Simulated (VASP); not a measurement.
Runs of VASP 6.6.1 on GaSb. Symmetry: Immm, No. 71, orthorhombic system. Conventional cell: a = 3.112 Å, b = 5.350 Å, c = 5.787 Å, α = 90.00°, β = 90.00°, γ = 90.00°. Sb (site symmetry mmm) is surrounded by 6 Ga at 2.89 to 3.09 Å and 2 Sb at 3.11 Å. Ga (site symmetry mmm) is surrounded by 6 Sb at 2.89 to 3.09 Å and 2 Ga at 3.11 Å. Measurements of this composition are mostly on another form, of space group No. 216.

```csv
potentials or basis,spin,k mesh,cutoff (eV),mesh quality,gap on the mesh (eV),pressure (GPa)
"VASP PAW PBE potentials, release 64 (Sb_d_GW, Ga_d_GW)",off,5 × 5 × 5,500,coarse,none,(a)
"VASP PAW PBE potentials, release 64 (Sb_d_GW, Ga_d_GW)",off,5 × 5 × 5,450,coarse,none,-
"VASP PAW PBE potentials, release 64 (Sb_d_GW, Ga_d_GW)",off,6 × 6 × 6,450,coarse,none,-
"VASP PAW PBE potentials, release 64 (Sb_d_GW, Ga_d_GW)",off,6 × 6 × 6,500,coarse,none,-0.1
"VASP PAW PBE potentials, release 64 (Sb, Ga_d)","SOC, no magnetisation",10 × 10 × 10,750,not flagged,-,0.0
```

Alike in all rows: task single point; level PBE; cell as given; smearing gaussian 0.02 eV.

Task: Estimate the missing entries.

Result: (a) -0.2.

Caveats: some runs use coarse meshes; the cutoff is under 1.25 times the usual one of these potentials, so pressure, stress and relaxed cells hold a basis-set (Pulay) error (some runs).

A k mesh can miss the band edges, and rows without SOC leave out spin-orbit coupling on Ga, Sb.

A gap of «none» marks a metal or a gap under the smearing width.

The runs don't all hold the same shells in valence.
